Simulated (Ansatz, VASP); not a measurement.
# One calculation of ZnS (Wurtzite-2H), two programs

INCAR

```
PREC = Accurate
ENCUT = 520
EDIFF = 1E-6
ISMEAR = 0
SIGMA = 0.022
LREAL = F
LASPH = T
NELM = 80
ALGO = Fast
ISIF = 2
LWAVE = F
LCHARG = T
GGA = PE
LELF = T
LVHAR = T
```

Contents of KPOINTS:

```
Automatic mesh
0
Gamma
  8 8 5
```

Contents of POSCAR:

```
ZnS
1.0
    3.8110000000      0.0000000000      0.0000000000
   -1.9055000000      3.3004228138      0.0000000000
    0.0000000000      0.0000000000      6.2340000000
Zn S
2 2
Direct
    0.6666666667      0.3333333333      0.5000000000
    0.3333333333      0.6666666667      0.0000000000
    0.6666666667      0.3333333333      0.8850000000
    0.3333333333      0.6666666667      0.3850000000
```

File input.yaml:

```yaml
crystal:
  lattice:
    - [3.811, 0.0, 0.0]
    - [-1.9055, 3.3004228138, 0.0]
    - [0.0, 0.0, 6.234]
  atoms:
    - { symbol: Zn, position: [0.6666666667, 0.3333333333, 0.5] }
    - { symbol: Zn, position: [0.3333333333, 0.6666666667, 0.0] }
    - { symbol: S, position: [0.6666666667, 0.3333333333, 0.885] }
    - { symbol: S, position: [0.3333333333, 0.6666666667, 0.385] }
hamiltonian:
  xc: pbe
  pseudopotentials: { kind: paw }
kpoints:
  mp_grid: { grid: [8, 8, 5] }
scf:
  occupations: { method: gaussian, width: 0.022 }
output:
  forces: true
  stress: true
  eigenvalues: true
  write_density: true
  write_potential: true
  elf: true
  volumetric_format: npy
```

Alike in both runs: task single point; functional PBE; k mesh 8 × 8 × 5; occupations gaussian, width 0.022 eV; no spin polarisation.

|  | VASP | Ansatz |
| --- | --- | --- |
| version | VASP 6.6.1 | Ansatz 0.2.0 |
| potentials or method | VASP PAW PBE potentials, release 64 (Zn, S) | Ansatz PAW |
| plane-wave cutoff (eV) | 520 | 420 |
| valence electrons in the cell | 36 | 36 |

Ansatz gave:

| Property | Result |
| --- | --- |
| gap on the k mesh at the Fermi level (eV) | 2.25 |
| least direct gap on the mesh (eV) | 2.25 |
| pressure (GPa) | 2.3 |
| largest component of the traceless stress (GPa) | 1.35 |
| rms of the force components (eV/Å) | 0.184 |

Question: Which values does VASP return?

Answer: gap on the k mesh at the Fermi level (eV): 2.25; least direct gap on the mesh (eV): 2.25; pressure (GPa): 2.2; largest component of the traceless stress (GPa): 1.38; rms of the force components (eV/Å): 0.186.

Atom by atom the forces differ by 0.002 eV/Å (rms over components).

Caveats: odd divisions of the mesh miss points on the zone boundary, where band edges often lie, so the gap on the mesh can be too wide (Ansatz). PBE gaps usually lie below the measured ones, often by a third to a half.
